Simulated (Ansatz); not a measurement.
Crystal: ZrS.

```
Zr S
1.0
     0.00000    2.62500    2.62500
     2.62500    0.00000    2.62500
     2.62500    2.62500    0.00000
Zr S
1 1
Direct
  0.00000 0.00000 0.00000
  0.50000 0.50000 0.50000
```

- Program: Ansatz 0.2.0
- Task: relaxation of cell and atoms
- Functional: revPBE
- Dispersion: D4
- Potentials or basis: all-electron LAPW, scalar-relativistic
- Basis error allowed: 0.001 eV/atom
- k mesh: 9 × 9 × 9
- Occupations: fermi-dirac, width 0.05 eV
- Spin: no spin polarisation

At the start: volume 18.09 Å³/atom.

Problem. How do energy, volume and symmetry change on relaxing?

Solution. Over 5 steps the energy falls by 13.6 meV/atom and the volume is 17.33 Å³/atom (-4.2 %); space group Fm-3m (No. 225, to 0.05 Å).

The path:
| step | energy change (eV) | largest force (eV/Å) | volume (Å³) |
| --- | --- | --- | --- |
| 1 | 0.0000 | 0.0000 | 36.18 |
| 2 | -0.0171 | 0.0000 | 33.79 |
| 3 | -0.0272 | 0.0000 | 34.73 |
| 4 | -0.0272 | 0.0000 | 34.66 |
| 5 | -0.0272 | 0.0000 | 34.66 |

Final structure:
```yaml
crystal:
  lattice:
    - [0.00000, 2.58777, 2.58777]
    - [2.58777, 0.00000, 2.58777]
    - [2.58777, 2.58777, 0.00000]
  atoms:
    - { symbol: Zr, position: [0.00000, 0.00000, 0.00000] }
    - { symbol: S, position: [0.50000, 0.50000, 0.50000] }
```
